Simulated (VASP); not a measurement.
Write the native input for VASP 6.6.1 that does the following.

| Property | Result |
| --- | --- |
| Task | single point |
| Functional | HSE06 |
| Potentials or basis | VASP PAW PBE potentials, release 64 (In_d, Se) |
| Cutoff | 400 eV |
| k mesh | 6 × 6 × 1 |
| Occupations | gaussian, width 0.02 eV |
| Spin | no spin polarisation |
| Grid for exact exchange (PRECFOCK) | Normal |
| Screening parameter | 0.2 1/A |
| Further INCAR settings | ALGO = Normal; EDIFF = 1e-06 |

Crystal: InSe.

```
CELL_PARAMETERS angstrom
4.05000 0.00000 0.00000
-2.02500 3.50740 0.00000
0.00000 0.00000 16.93000
ATOMIC_POSITIONS crystal
In 0.33333 0.66667 0.15700
In 0.66667 0.33333 0.65700
In 0.33333 0.66667 0.34300
In 0.66667 0.33333 0.84300
Se 0.33333 0.66667 0.60200
Se 0.66667 0.33333 0.10200
Se 0.33333 0.66667 0.89800
Se 0.66667 0.33333 0.39800
```

One way to write it, as run:

POSCAR

```
InSe
1.0
    4.0500000000      0.0000000000      0.0000000000
   -2.0250000000      3.5074028853      0.0000000000
    0.0000000000      0.0000000000     16.9300000000
In Se
4 4
Direct
    0.3333333333      0.6666666667      0.1570000000
    0.6666666667      0.3333333333      0.6570000000
    0.3333333333      0.6666666667      0.3430000000
    0.6666666667      0.3333333333      0.8430000000
    0.3333333333      0.6666666667      0.6020000000
    0.6666666667      0.3333333333      0.1020000000
    0.3333333333      0.6666666667      0.8980000000
    0.6666666667      0.3333333333      0.3980000000
```

INCAR.step1

```
PREC     = Accurate       # precision mode
ENCUT    = 400            # plane-wave cutoff, eV
EDIFF    = 1E-5           # SCF threshold, eV
ISMEAR   = 0              # smearing method
SIGMA    = 0.02           # smearing width, eV
LREAL    = F              # projectors in reciprocal space
LASPH    = T              # aspherical terms in the spheres
NELM     = 60             # most SCF steps
ALGO     = Normal         # electronic algorithm
ISIF     = 2              # what is computed and relaxed
LWAVE    = T              # write WAVECAR
LCHARG   = F              # write CHGCAR
GGA      = PE             # functional
```

INCAR.step2

```
PREC     = Accurate       # precision mode
ENCUT    = 400            # plane-wave cutoff, eV
EDIFF    = 1E-6           # SCF threshold, eV
ISMEAR   = 0              # smearing method
SIGMA    = 0.02           # smearing width, eV
LREAL    = F              # projectors in reciprocal space
LASPH    = T              # aspherical terms in the spheres
NELM     = 60             # most SCF steps
ALGO     = Normal         # electronic algorithm
ISIF     = 2              # what is computed and relaxed
LWAVE    = F              # write WAVECAR
LCHARG   = F              # write CHGCAR
GGA      = PE             # functional
LHFCALC  = T              # exact exchange
HFSCREEN = 0.2            # screening, 1/A
PRECFOCK = Normal       
ISTART   = 1
```

KPOINTS

```
regular mesh
0
Gamma
  6 6 1
```

Potentials or basis: VASP PAW PBE potentials, release 64 (In_d, Se).

The run is started by

```sh
$ cat potpaw_PBE.64/In_d/POTCAR potpaw_PBE.64/Se/POTCAR > POTCAR
$ cp INCAR.step1 INCAR
$ mpirun -np 1 vasp_std > vasp.out
$ cp INCAR.step2 INCAR
$ mpirun -np 1 vasp_std > vasp.out
```

Results of the run:

* Pressure: 5.7 GPa
* Largest force: 2.898 eV/Å
* Band gap on the k mesh: 0.31 eV, direct

Caveat: the PAW data sets were made with another functional, which shifts forces and pressure a little; spin-orbit coupling is left out, which moves the levels of the heavy elements; this functional lacks dispersion, which binds the layers, so the pressure and a relaxed spacing across them are unreliable.

Run time: 2.7 h on 1 thread of AMD EPYC 7R13 Processor (Zen 3) (shared host), peak memory 0.44 GiB.
